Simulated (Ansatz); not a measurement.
# InSe: the cost of one run

Method: DFT PBE+D3(BJ), scalar-relativistic, plane waves, PAW, in Ansatz 0.2.0.

2 further runs of the same task are left out: 2 set aside as unsound or not needed.

**1. Starting point**

It takes space group P-6m2 (No. 187, hexagonal). The conventional cell has a = 4.036 Å, b = 4.036 Å, c = 16.622 Å, α = 90.00°, β = 90.00°, γ = 120.00°. Around In (site symmetry 3m) lie 3 Se at 2.66 Å and 1 In at 2.79 Å. Se (site symmetry 3m) has 3 In at 2.66 Å as nearest neighbours.

As a file:

```
In Se
1.0
     4.03560    0.00000    0.00000
    -2.01780    3.49493    0.00000
     0.00000    0.00000   16.62236
In Se
4 4
Direct
  0.00000 0.00000 0.58402
  0.00000 0.00000 0.41598
  0.33333 0.66667 0.91598
  0.33333 0.66667 0.08402
  0.66667 0.33333 0.83866
  0.66667 0.33333 0.16134
  0.33333 0.66667 0.66126
  0.33333 0.66667 0.33874
```

It goes back to an entry of the Materials Project, which need not be the stable form.

It is the result of an earlier relaxation at this level (volume 29.31 Å³/atom; gap on the mesh: 0.30 eV).

**2. Static run: bands, density of states and charges**

Input file input.yaml:

```yaml
crystal:
  lattice:
    - [4.0355976621, 0.0, 0.0]
    - [-2.0177988311, 3.4949300948, 0.0]
    - [0.0, 0.0, 16.622361579]
  atoms:
    - { symbol: In, position: [0.0, 0.0, 0.5840230059] }
    - { symbol: In, position: [0.0, 0.0, 0.4159769941] }
    - { symbol: In, position: [0.3333333333, 0.6666666667, 0.9159831805] }
    - { symbol: In, position: [0.3333333333, 0.6666666667, 0.0840168195] }
    - { symbol: Se, position: [0.6666666667, 0.3333333333, 0.8386571915] }
    - { symbol: Se, position: [0.6666666667, 0.3333333333, 0.1613428085] }
    - { symbol: Se, position: [0.3333333333, 0.6666666667, 0.6612619172] }
    - { symbol: Se, position: [0.3333333333, 0.6666666667, 0.3387380828] }
basis:
  ecutwfc: 420
kpoints:
  mp_grid: { grid: [12, 12, 2] }
  band_path:
    path:
      - [[0.0, 0.0, 0.0], [0.5, 0.0, 0.0], [0.33333333, 0.33333333, 0.0], [0.0, 0.0, 0.0], [0.0, 0.0, 0.5], [0.5, 0.0, 0.5], [0.33333333, 0.33333333, 0.5], [0.0, 0.0, 0.5]]
      - [[0.5, 0.0, 0.5], [0.5, 0.0, 0.0]]
      - [[0.33333333, 0.33333333, 0.5], [0.33333333, 0.33333333, 0.0]]
    npoints: 14
hamiltonian:
  xc: pbe
  dispersion: d3bj
scf:
  occupations: { method: gaussian, width: 0.01 }
  n_extra_bands: 20
output:
  forces: true
  stress: true
  eigenvalues: true
  populations: true
  dos: { projected: true, de: 0.02, nscf_kmesh: { grid: [18, 18, 3] } }
  bader: true
  write_density: true
  write_potential: true
  elf: true
  volumetric_format: npy
```

Command:

```bash
> ansatz run input.yaml --threads 4 --pin off --max-ram 10240MiB --backend cpu --events-out ev --progress --plain --runs-dir out
```

What time and memory should one allow on 4 threads of Intel Xeon at 2.70GHz, shared host?

About 1.8 min, with a peak of 1.7 GiB.
